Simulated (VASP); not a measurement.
# TaN (P-62m) in VASP: a series of runs, part 3 of 3

VASP 6.6.1. The steps go on from the part before.

## 6. Electric field gradients, PBE

Contents of INCAR:

```
PREC = Accurate
ENCUT = 520
EDIFF = 1E-8
ISMEAR = 0
SIGMA = 0.02
LREAL = F
LASPH = T
NELM = 100
ALGO = Fast
ISIF = 2
LWAVE = F
LCHARG = F
GGA = PE
LEFG = T
```

Contents of KPOINTS:

```
Automatic mesh
0
Gamma
  6 6 9
```

Contents of POSCAR:

```
TaN
1.0
    5.1960000000      0.0000000000      0.0000000000
   -2.5980000000      4.4998679981      0.0000000000
    0.0000000000      0.0000000000      2.9110000000
Ta N
3 3
Direct
    0.0000000000      0.0000000000      0.0000000000
    0.6666666667      0.3333333333      0.5000000000
    0.3333333333      0.6666666667      0.5000000000
    0.0000000000      0.3928500000      0.0000000000
    0.6071500000      0.6071500000      0.0000000000
    0.3928500000      0.0000000000      0.0000000000
```

Potentials or basis: VASP PAW PBE potentials, release 64 (Ta_pv, N).

Run with:

```sh
$ cat potpaw_PBE.64/Ta_pv/POTCAR potpaw_PBE.64/N/POTCAR > POTCAR
$ mpirun -np 1 vasp_std > vasp.out
```

OUTCAR:

```text
PREC = Accurate
   ENCUT = 520
   EDIFF = 1E-8
   ISMEAR = 0
   LREAL = F
   LASPH = T
   NELM = 100
   ISIF = 2
   GGA = PE

 ion  position               nearest neighbor table
   1  0.000  0.000  0.000-   6 2.04   5 2.04   4 2.04   3 3.33   2 3.33   2 3.33   3 3.33   2 3.33
                             2 3.33   3 3.33   3 3.33   2 3.33   2 3.33   3 3.33   3 3.33
   2  0.667  0.333  0.500-   4 2.16   4 2.16   6 2.16   6 2.16   5 2.16   5 2.16   3 3.00   3 3.00
                             3 3.00   1 3.33   1 3.33   1 3.33   1 3.33   1 3.33   1 3.33
   3  0.333  0.667  0.500-   6 2.16   6 2.16   4 2.16   4 2.16   5 2.16   5 2.16   2 3.00   2 3.00
                             2 3.00   1 3.33   1 3.33   1 3.33   1 3.33   1 3.33   1 3.33
   4  0.000  0.393  0.000-   1 2.04   2 2.16   2 2.16   3 2.16   3 2.16
   5  0.607  0.607  0.000-   1 2.04   3 2.16   3 2.16   2 2.16   2 2.16
   6  0.393  0.000  0.000-   1 2.04   3 2.16   3 2.16   2 2.16   2 2.16

  LATTYP: Found a hexagonal cell.
 ALAT       =     5.1960000000
 C/A-ratio  =     0.5602386451

  Lattice vectors:

 A1 = (   5.1960000000,   0.0000000000,   0.0000000000)
 A2 = (  -2.5980000000,   4.4998679981,   0.0000000000)
 A3 = (   0.0000000000,   0.0000000000,   2.9110000000)

Analysis of symmetry for initial positions (statically):
=====================================================================
 Subroutine PRICEL returns:
 Original cell was already a primitive cell.

 Routine SETGRP: Setting up the symmetry group for a
 hexagonal supercell.

 Subroutine GETGRP returns: Found 12 space group operations
 (whereof 12 operations were pure point group operations)
 out of a pool of 24 trial point group operations.

The static configuration has the point symmetry D_3h.

Analysis of symmetry for dynamics (positions and initial velocities):
=====================================================================
 Subroutine PRICEL returns:
 Original cell was already a primitive cell.

 Routine SETGRP: Setting up the symmetry group for a
 hexagonal supercell.

 Subroutine GETGRP returns: Found 12 space group operations
 (whereof 12 operations were pure point group operations)
 out of a pool of 24 trial point group operations.

The dynamic configuration has the point symmetry D_3h.

 Subroutine INISYM returns: Found 12 space group operations
 (whereof 12 operations are pure point group operations),
 and found     1 'primitive' translations

----------------------------------------------------------------------------------------

                                     Primitive cell

  volume of cell :      68.0630

  direct lattice vectors                    reciprocal lattice vectors
     5.196000000  0.000000000  0.000000000     0.192455735  0.111114371  0.000000000
    -2.598000000  4.499867998  0.000000000     0.000000000  0.222228741  0.000000000
     0.000000000  0.000000000  2.911000000     0.000000000  0.000000000  0.343524562

  length of vectors
     5.196000000  5.196000000  2.911000000     0.222228741  0.222228741  0.343524562

  position of ions in fractional coordinates (direct lattice)
     0.000000000  0.000000000  0.000000000
     0.666666667  0.333333333  0.500000000
     0.333333333  0.666666667  0.500000000
     0.000000000  0.392850000  0.000000000
     0.607150000  0.607150000  0.000000000
[... 112 lines left out ...]
   LRPA    =     F    only Hartree local field effects (RPA)
 non-spin polarized calculation
 RMM-DIIS sequential band-by-band and
 Gauss-broadening in eV      SIGMA  =   0.02
  energy-cutoff  :      520.00
  volume of cell :       68.06
 maximum number of plane-waves:      1847
 NGX is ok and might be reduce to    40

 number of electron      48.0000002 magnetization

 Free energy of the ion-electron system (eV)
  ---------------------------------------------------
  ext. energy  EPLUGINS =         0.00000000
  ---------------------------------------------------
  free energy    TOTEN  =       -67.46505884 eV

  energy without entropy =      -67.46456305  energy(sigma->0) =      -67.46481095

 E-fermi :   8.3149     XC(G=0): -13.0053

 val. band max:        8.3099342088   @ k =   0.0000   0.0000   0.2222
 cond. band min:       8.3319755808   @ k =   0.1667   0.0000   0.2222
 fundamental gap:      0.0220413720
 Fermi energy:         8.3148864107

 k-point     1 :       0.0000    0.0000    0.0000
  band No.  band energies     occupation
      1     -27.9075      2.00000
      2     -27.9075      2.00000
      3     -27.5547      2.00000
      4     -27.5547      2.00000
      5     -27.3820      2.00000
      6     -27.2752      2.00000
[... 733 lines left out ...]
     27      10.4829      0.00000
     28      10.6638      0.00000

 [... further k-points ...]

------------------------ aborting loop because EDIFF is reached ----------------------------------------

  FORCE on cell =-STRESS in cart. coord.  units (eV):
  Direction    XX          YY          ZZ          XY          YZ          ZX
  --------------------------------------------------------------------------------------
  -------------------------------------------------------------------------------------
  Total        2.4496414      2.4496414      2.3299221      0.0000000     -0.0000000     -0.0000000
  in kB       57.6636301     57.6636301     54.8454832      0.0000000     -0.0000000     -0.0000000
  external PRESSURE =      56.7242478 kB  Pullay stress =       0.0000000 kB

 VOLUME and BASIS-vectors are now :
 -----------------------------------------------------------------------------
  energy-cutoff  :      520.00
  volume of cell :       68.06
      direct lattice vectors                 reciprocal lattice vectors
     5.196000000  0.000000000  0.000000000     0.192455735  0.111114371  0.000000000
    -2.598000000  4.499867998  0.000000000     0.000000000  0.222228741  0.000000000
     0.000000000  0.000000000  2.911000000     0.000000000  0.000000000  0.343524562

 POSITION                                       TOTAL-FORCE (eV/Angst)
 -----------------------------------------------------------------------------------
      0.00000      0.00000      0.00000         0.000000     -0.000000      0.000000
      2.59800      1.49996      1.45550         0.000000     -0.000000      0.000000
     -0.00000      2.99991      1.45550         0.000000     -0.000000      0.000000
     -1.02062      1.76777      0.00000        -0.029618      0.051300      0.000000
      1.57738      2.73209      0.00000        -0.029618     -0.051300     -0.000000
      2.04125      0.00000      0.00000         0.059236      0.000000     -0.000000
 -----------------------------------------------------------------------------------
    total drift:                               -0.000002     -0.000003      0.000000

  FREE ENERGIE OF THE ION-ELECTRON SYSTEM (eV)
  ---------------------------------------------------
  free  energy   TOTEN  =       -67.4650588442 eV

  energy  without entropy=      -67.4645630508  energy(sigma->0) =      -67.46481095

 Electric field gradients (V/A^2)
---------------------------------------------------------------------
 ion       V_xx      V_yy      V_zz      V_xy      V_xz      V_yz
---------------------------------------------------------------------
   1     -87.031   -87.032   174.062    -0.001     0.000    -0.000
   2      99.151    99.152  -198.303     0.000     0.000    -0.000
   3      99.151    99.152  -198.303     0.000     0.000    -0.000
   4       0.095    -9.431     9.336     8.249    -0.000    -0.000
   5       0.095    -9.431     9.336    -8.250     0.000    -0.000
   6     -14.193     4.858     9.336    -0.001    -0.000     0.000
---------------------------------------------------------------------

 Electric field gradients after diagonalization (V/A^2)
 (convention: |V_zz| > |V_xx| > |V_yy|)
----------------------------------------------------------------------
 ion       V_xx      V_yy      V_zz     asymmetry (V_yy - V_xx)/ V_zz
----------------------------------------------------------------------
   1     -87.032   -87.030   174.062       0.000
   2      99.152    99.151  -198.303       0.000
   3      99.152    99.151  -198.303       0.000
   4       9.336     4.858   -14.193       0.316
   5       9.336     4.859   -14.194       0.315
   6       9.336     4.858   -14.193       0.316
----------------------------------------------------------------------

           NMR quadrupolar parameters

 Cq : quadrupolar parameter    Cq=e*Q*V_zz/h
 eta: asymmetry parameters     (V_yy - V_xx)/ V_zz
 Q  : nuclear electric quadrupole moment in mb (millibarn)
----------------------------------------------------------------------
 ion       Cq(MHz)       eta       Q (mb)
----------------------------------------------------------------------
   1       0.421       0.000       1.000
   2      -0.479       0.000       1.000
   3      -0.479       0.000       1.000
   4      -0.034       0.316       1.000
   5      -0.034       0.315       1.000
   6      -0.034       0.316       1.000
----------------------------------------------------------------------
```

stdout:

```text
POSCAR found type information on POSCAR TaN
 POSCAR found :  2 types and       6 ions
 scaLAPACK will be used
 LDA part: xc-table for (Slater+PW92), standard interpolation
 POSCAR, INCAR and KPOINTS ok, starting setup
 FFT: planning ... GRIDC
 FFT: planning ... GRID_SOFT
 FFT: planning ... GRID
 WAVECAR not read
 entering main loop
ion   1

ion   2

ion   3

ion   4

ion   5

ion   6
```

Wall time 2.7 min (1 thread of Intel Xeon Platinum 8259CL at 2.50GHz (Skylake/Cascade Lake), shared host); peak memory 0.21 GiB.

What came out:

```yaml
Free_energy: -67.4651 eV
Pressure: 5.7 GPa
Largest_force: 0.059 eV/Å
Band_gap_on_the_k_mesh: none (metal or under the smearing width)
```

Forces in eV/Å, atoms in the order of the input:
```
Ta   0.000  0.000  0.000
Ta   0.000  0.000  0.000
Ta   0.000  0.000  0.000
N   -0.030  0.051  0.000
N   -0.030 -0.051  0.000
N    0.059  0.000  0.000
```

Stress tensor (GPa, compression positive):
```
5.77 0.00 0.00
0.00 5.77 0.00
0.00 0.00 5.48
```

Electric field gradients, principal values (V/Å²):
| atom | Vxx | Vyy | Vzz |
| --- | --- | --- | --- |
| 1 Ta | -87.030 | -87.032 | 174.062 |
| 2 Ta | 99.151 | 99.152 | -198.303 |
| 3 Ta | 99.151 | 99.152 | -198.303 |
| 4 N | 4.858 | 9.336 | -14.193 |
| 5 N | 4.859 | 9.336 | -14.194 |
| 6 N | 4.858 | 9.336 | -14.193 |

The run has no spin-orbit coupling, so splittings on Ta are missing.

## 7. For comparison

An earlier run on the cell as given: functional PBE; potentials or basis VASP PAW PBE potentials, release 64 (Ta_pv, N); cutoff 520 eV; k mesh 6 × 6 × 9; occupations fermi-dirac, width 0.05 eV; no spin polarisation.

* Pressure: 5.7 GPa
* Largest force: 0.048 eV/Å
* Band gap on the k mesh: none (metal or under the smearing width)

## 8. The runs side by side

| task | level | potentials or basis | cell | k mesh | cutoff (eV) | smearing | ions in elastic constants | k mesh for the DOS | occupations for the DOS | mesh quality | gap on the mesh (eV) | pressure (GPa) | largest force (eV/Å) |
| --- | --- | --- | --- | --- | --- | --- | --- | --- | --- | --- | --- | --- | --- |
| band structure | BLYP+D4 | VASP PAW PBE potentials, release 64 (Ta, N) | cell strained at random at fixed volume | 6 × 6 × 9 | 500 | gaussian 0.01 eV | - | - | - | not flagged | - | 8.0 | 0.32 |
| phonons | LDA | VASP PAW LDA potentials, release 64 (Ta_pv, N) | relaxed | 5 × 5 × 7 | 600 | gaussian 0.02 eV | - | - | - | not flagged | - | - | - |
| elastic constants | LDA | VASP PAW LDA potentials, release 64 (Ta_pv, N) | relaxed | 4 × 4 × 5 | 600 | gaussian 0.02 eV | relaxed | - | - | coarse | - | - | - |
| density of states | PBE | VASP PAW PBE potentials, release 64 (Ta_pv, N) | as given | 6 × 6 × 9 | 520 | gaussian 0.02 eV | - | 9 × 9 × 14 | tetrahedron | not flagged | - | - | - |
| electric field gradients | PBE | VASP PAW PBE potentials, release 64 (Ta_pv, N) | as given | 6 × 6 × 9 | 520 | gaussian 0.02 eV | - | - | - | not flagged | none | 5.7 | 0.06 |
| single point | PBE | VASP PAW PBE potentials, release 64 (Ta_pv, N) | as given | 6 × 6 × 9 | 520 | fermi-dirac 0.05 eV | - | - | - | not flagged | none | 5.7 | 0.05 |

Alike in all rows: no spin polarisation.

Caveats: some runs use coarse meshes; the PAW data sets were made with another functional, which shifts forces and pressure a little (some runs); spin-orbit coupling is left out, which moves the levels of the heavy elements (some runs); pairwise dispersion overbinds metals, which lowers pressure and volume (some runs).

Absolute energies hang on the potentials; compare differences alone.
